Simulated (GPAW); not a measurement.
A run of GPAW 26.7.0:

The input run.py:

```python
from ase.calculators.mixing import SumCalculator
from ase.filters import FrechetCellFilter
from ase.io import read, write
from ase.optimize import FIRE
from dftd3.ase import DFTD3
from gpaw import GPAW, PW

atoms = read('TaN.xyz')

calc = GPAW(mode=PW(800),
            xc='revPBE',
            kpts={'size': (10, 10, 10), 'gamma': True},
            occupations={'name': 'fermi-dirac', 'width': 0.05},
            nbands=19,
            convergence={'density': 1e-05, 'forces': 0.0001},
            maxiter=150,
            txt='gpaw.txt')
atoms.calc = SumCalculator([calc, DFTD3(method='revpbe', damping='d3bj')])
opt = FIRE(FrechetCellFilter(atoms), trajectory='relax.traj', logfile='-')
done = opt.run(fmax=0.01, steps=40)
calc.write('gs.gpw')
write('result.traj', atoms)
print('Converged:', done)
print('Cell:', atoms.cell.cellpar().round(4))
print('Volume:', round(atoms.get_volume(), 4))
print(atoms.get_scaled_positions().round(5))
```

TaN.xyz

```xyz
2
Lattice="0.0000000000 2.2113230000 2.2113230000 2.2113230000 0.0000000000 2.2113230000 2.2113230000 2.2113230000 0.0000000000" Properties=species:S:1:pos:R:3 pbc="T T T"
Ta     2.2113230000      2.2113230000      2.2113230000
N      0.0000000000      0.0000000000      0.0000000000
```

Potentials or basis: the program's PAW data sets (release 1.2.1) made for this functional, pw.

Run with:

```console
$ OMP_NUM_THREADS=1 python run.py
```

Hardware: 1 thread of Arm Neoverse V2 (shared host).

**Question.** Estimate the wall time of this run.

**Answer.** Wall time 3.5 min on 1 thread of Arm Neoverse V2, with other jobs on the host, peak memory 0.34 GiB. Counts: scf iterations 140, plane waves 1139, bands 19, k points 47, ion steps 17.
